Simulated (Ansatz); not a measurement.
## Relaxing W$_{2}$C

Method: Ansatz 0.2.0, DFT PBEsol, scalar-relativistic, plane waves, PAW. (420 eV cutoff, 8×12×12 k-mesh, Gaussian smearing of 0.10 eV, no spin polarisation)

What was changed: 6 of 6 Ta sites taken by W, cell and atoms relaxed.

Spin–orbit coupling is left out, which can shift energies with elements as heavy as these.

Command:

```bash
ansatz run input.yaml --threads 2 --pin off --max-ram 5120MiB --backend cpu --events-out ev --progress --plain --runs-dir out
```

Input:

```yaml
crystal:
  lattice:
    - [0.0, 0.0, 4.6448209619]
    - [4.551035429, 2.62754153, 0.0]
    - [-4.551035429, 2.62754153, 0.0]
  atoms:
    - { symbol: W, position: [0.2540459028, 0.3333333333, 0.3333333333] }
    - { symbol: W, position: [0.2540459028, 0.6666666667, 0.0] }
    - { symbol: W, position: [0.2540459028, 0.0, 0.6666666667] }
    - { symbol: W, position: [0.7459540972, 0.3333333333, 1.0] }
    - { symbol: W, position: [0.7459540972, 0.6666666667, 0.6666666667] }
    - { symbol: W, position: [0.7459540972, 0.0, 0.3333333333] }
    - { symbol: C, position: [0.0, 0.6666666667, 0.3333333333] }
    - { symbol: C, position: [0.0, 0.0, 0.0] }
    - { symbol: C, position: [0.0, 0.3333333333, 0.6666666667] }
basis:
  ecutwfc: 420
kpoints:
  mp_grid: { grid: [8, 12, 12] }
hamiltonian:
  xc: pbesol
scf:
  occupations: { method: gaussian, width: 0.1 }
output:
  forces: true
  stress: true
  eigenvalues: true
relax:
  adjacent_minimum: "off"
  f_tol: 0.015
  max_steps: 60
  cell: { stress_tol: 0.15 }
```

F is the free energy. Steps run on the plane waves of an earlier cell, but the last one, and at times one on the way, on a freshly chosen basis, so a repeated geometry can differ a little in energy.

Steps:

```
step F − F(1) (eV) largest force component (eV/Å) V (Å³/atom) P (GPa)
   1         0.0000                           0.039       12.343    -0.04
   2         0.0015                           0.092       12.306     0.74
   3        -0.0002                           0.004       12.342    -0.09
   4        -0.0002                           0.004       12.342    -0.09
```

Relaxed structure:

```xyz
9
Lattice="0.0000 0.0000 4.6419 4.5523 2.6282 0.0000 -4.5523 2.6282 0.0000" Properties=species:S:1:pos:R:3 pbc="T T T"
W     0.0000    1.7522    1.1805
W     3.0348    1.7522    1.1805
W    -3.0348    1.7522    1.1805
W    -3.0348    3.5043    3.4615
W     0.0000    3.5043    3.4615
W    -1.5174    0.8761    3.4615
C     1.5174    2.6282    0.0000
C     0.0000    0.0000    0.0000
C    -1.5174    2.6282    0.0000
```

Symmetry: P-3m1, No. 164, trigonal system. The conventional cell has a = 3.035 Å, b = 3.035 Å, c = 4.642 Å, α = 90.00°, β = 90.00°, γ = 120.00°. W (site symmetry 3m) is surrounded by 3 C at 2.11 Å. Around C (site symmetry -3m) lie 6 W at 2.11 Å.

The run converged. The run took 86 s on 2 threads of Arm Neoverse V2 (shared host), peak memory 0.82 GiB.